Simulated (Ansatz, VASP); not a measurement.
Two plane-wave programs on Mg

The input INCAR:

```
SYSTEM = Mg
PREC = Accurate ; ENCUT = 600
EDIFF = 1E-6 ; ISMEAR = -1
SIGMA = 0.05 ; LREAL = .FALSE.
LASPH = .TRUE. ; NELM = 100
ALGO = Normal ; ISIF = 3
LWAVE = .FALSE. ; LCHARG = .FALSE.
GGA = RP ; IBRION = 2
NSW = 60 ; EDIFFG = -0.01
```

Contents of KPOINTS:

```
regular mesh
0
G
  10 10 5
  0 0 0
```

POSCAR

```
Mg
1.0
    3.2093000000      0.0000000000      0.0000000000
   -1.6046500000      2.7793353284      0.0000000000
    0.0000000000      0.0000000000      5.2103000000
Mg
2
Direct
    0.6666666667      0.3333333333      0.7500000000
    0.3333333333      0.6666666667      0.2500000000
```

Contents of input.yaml:

```yaml
crystal:
  lattice:
    - [3.2093, 0.0, 0.0]
    - [-1.60465, 2.7793353284, 0.0]
    - [0.0, 0.0, 5.2103]
  atoms:
    - { symbol: Mg, position: [0.6666666667, 0.3333333333, 0.75] }
    - { symbol: Mg, position: [0.3333333333, 0.6666666667, 0.25] }
hamiltonian:
  xc: rpbe
  pseudopotentials: { kind: paw }
kpoints:
  mp_grid: { grid: [10, 10, 5] }
scf:
  occupations: { method: fermi_dirac, width: 0.05 }
output:
  forces: true
  stress: true
  eigenvalues: true
relax:
  f_tol: 0.01
  max_steps: 40
  cell: { stress_tol: 0.05 }
```

Alike in both runs: task relaxation of cell and atoms; functional RPBE; k mesh 10 × 10 × 5; occupations fermi-dirac, width 0.05 eV; no spin polarisation.

|  | VASP | Ansatz |
| --- | --- | --- |
| version | VASP 6.6.1 | Ansatz 0.2.0 |
| potentials or method | VASP PAW PBE potentials, release 64 (Mg) | Ansatz PAW |
| plane-wave cutoff (eV) | 600 | 420 |
| valence electrons in the cell | 4 | 20 |

|  | VASP | Ansatz | Ansatz less VASP |
| --- | --- | --- | --- |
| gap on the k mesh at the Fermi level, each at its own relaxed structure (eV) | none | none | - |
| relaxed volume (Å³/atom) | 23.66 | 23.79 | +0.134 |
| relaxed cell length with the largest relative difference (Å) | 5.344 | 5.354 | +0.0102 |
| energy change over the relaxation (meV/atom) | -3 | -4 | -0.6 |

A gap of «none» marks a metal or a gap that the smearing closes. The two sets of potentials don't hold the same shells in valence.

Caveats: the PAW data sets were made with another functional, which shifts forces and pressure a little (VASP); the plane-wave basis is chosen anew once the cell has moved, so the energies of steps on either side of that aren't comparable (Ansatz); the PAW data sets come from PBE, with cores solved anew for the run's functional, which leaves a small shift of forces and pressure (Ansatz). Zero-point motion and thermal expansion aren't in these numbers. RPBE and its kin give volumes clearly too large for solids.
